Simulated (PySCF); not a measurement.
An unknown is described by computed data only.

Elements present: C and H. Monoisotopic mass: 80.0626 u.

| Property | Result |
| --- | --- |
| Couplings | largest of the computed one-bond spin–spin couplings (means over like bonds): 13C–1H +145.1 (×8), 13C–13C +44.2, 13C–13C +36.1 (×4), 13C–13C +32.6 (×2) Hz [B3LYP/pcJ-1, spin–dipole term left out] |
| Rotational structure | rotational constants A, B, C: 8.429, 3.420, 2.595 GHz [PBE0-D3(BJ)/def2-SVP] |
| 13C NMR | chemical shifts (computed TMS as zero) by class: 173.0 (2 C), 48.0 (4 C) ppm [GIAO PBE/pcSseg-2] |
| Dipole | 0.13 D [PBE/pcSseg-2] |
| 1H NMR | chemical shifts (computed TMS as zero) by class: 3.53 (8 H) ppm [GIAO PBE/pcSseg-2] |

Gas-phase values; electronic properties from PySCF, density fitting. Levels stand in brackets. Isolated species at its PBE0-D3(BJ)/def2-SVP geometry, gas phase. Each NMR value is the plain mean over a class of atoms that symmetry, rotation or inversion makes alike.

Question: Which formula fits the mass and the elements?

Answer: C6H8 (calculated 80.0626). No other formula that holds each of these elements comes within 0.0003 u with a fitting electron parity and a possible valence count.

Question: What is the compound? Reason from the data.

Answer: Numbering: `[CH2:1]1[CH2:2][C:3]2=[C:4]1[CH2:5][CH2:6]2`. Its formula, C6H8, gives 3 degrees of unsaturation: 2 rings and 1 π bond in the structure found. 6 carbons fall into 2 classes; from least to most shielded: fully substituted alkene carbon [C3/C4] (173.0 ppm, 2 C), allylic carbon [C1/C2/C5/C6] (48.0 ppm, 4 C). All hydrogens form one class (3.53 ppm): methylene hydrogen. The couplings run between: +145.1 Hz, allylic carbon [C1] and its hydrogen (with 7 like pairs); +44.2 Hz, fully substituted alkene carbon [C3] and fully substituted alkene carbon [C4]; +36.1 Hz, allylic carbon [C1] and fully substituted alkene carbon [C4] (with 3 like pairs); +32.6 Hz, allylic carbon [C1] and allylic carbon [C2] (with 1 like pair). By its constants the optimised geometry is an asymmetric top. Structure: `C1CC2=C1CC2`. Computed isomers that give other values at the same levels: `C=C1CCC1=C` (rotational constant A: 4.957 GHz; this holds for the one conformer computed); `C#CC1(C)CC1` (rotational constant A: 5.690 GHz; this holds for the one conformer computed); `C1=CCCC=C1` (rotational constant A: 5.090 GHz; this holds for the one conformer computed). The assignments are read from this structure; whether some other isomer fits the data as well wasn't checked.
